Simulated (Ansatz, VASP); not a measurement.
# AgCl in VASP and in Ansatz

The input INCAR:

```
PREC = Accurate ; ENCUT = 520
EDIFF = 1E-6 ; ISMEAR = -1
SIGMA = 0.01 ; LREAL = F
LASPH = T ; NELM = 100
ALGO = Normal ; ISIF = 2
LWAVE = F ; LCHARG = F
GGA = PS ; NBANDS = 16
```

File KPOINTS:

```
regular mesh
0
Gamma
  9 9 9
```

The input POSCAR:

```
AgCl
1.0
    0.0000000000      2.7731500000      2.8286130000
    2.7731500000      0.0000000000      2.8286130000
    2.7731500000      2.7731500000      0.0000000000
Ag Cl
1 1
Direct
    0.5000000000      0.5000000000      0.5000000000
    0.0000000000      0.0000000000      0.0000000000
```

Input for Ansatz:

```yaml
crystal:
  lattice:
    - [0.0, 2.77315, 2.828613]
    - [2.77315, 0.0, 2.828613]
    - [2.77315, 2.77315, 0.0]
  atoms:
    - { symbol: Ag, position: [0.5, 0.5, 0.5] }
    - { symbol: Cl, position: [0.0, 0.0, 0.0] }
kpoints:
  mp_grid: { grid: [9, 9, 9] }
  band_path:
    path:
      - [0.0, 0.0, 0.0]
      - [0.0, 0.5, 0.5]
      - [0.25, 0.75, 0.5]
      - [0.0, 0.5, 0.0]
      - [0.0, 0.0, 0.0]
      - [0.5, 0.5, 0.0]
      - [0.3701460977, 0.6298539023, 0.0]
      - [-0.3701460977, 0.3701460977, 0.0]
      - [0.0, 0.0, 0.0]
    npoints: 5
scf:
  occupations: { method: fermi_dirac, width: 0.01 }
hamiltonian:
  xc: pbesol
  pseudopotentials: { kind: all_electron, lapw: { basis_error: 0.0005 } }
output:
  forces: true
  stress: true
  eigenvalues: true
```

Change from the starting cell: zz strain of +2 %.

Alike in both runs: task single point; functional PBEsol; k mesh 9 × 9 × 9; occupations fermi-dirac, width 0.01 eV; no spin polarisation.

|  | VASP | Ansatz |
| --- | --- | --- |
| version | VASP 6.6.1 | Ansatz 0.2.0 |
| potentials or method | VASP PAW PBE potentials, release 64 (Ag, Cl) | all-electron LAPW, scalar-relativistic |
| plane-wave cutoff (eV) | 520 | see its input |

```csv
,VASP,Ansatz,Ansatz less VASP
gap on the k mesh at the Fermi level (eV),0.73,0.73,+0.005
pressure (GPa),-3.5,-3.4,+0.10
largest component of the traceless stress (GPa),0.10,0.11,+0.009
```

Ansatz ran all-electron here, so the differences hold the error of VASP's frozen core and of both bases.

Caveats: the PAW data sets were made with another functional, which shifts forces and pressure a little (VASP); an odd mesh through Γ misses points on the zone boundary, where band edges often lie.
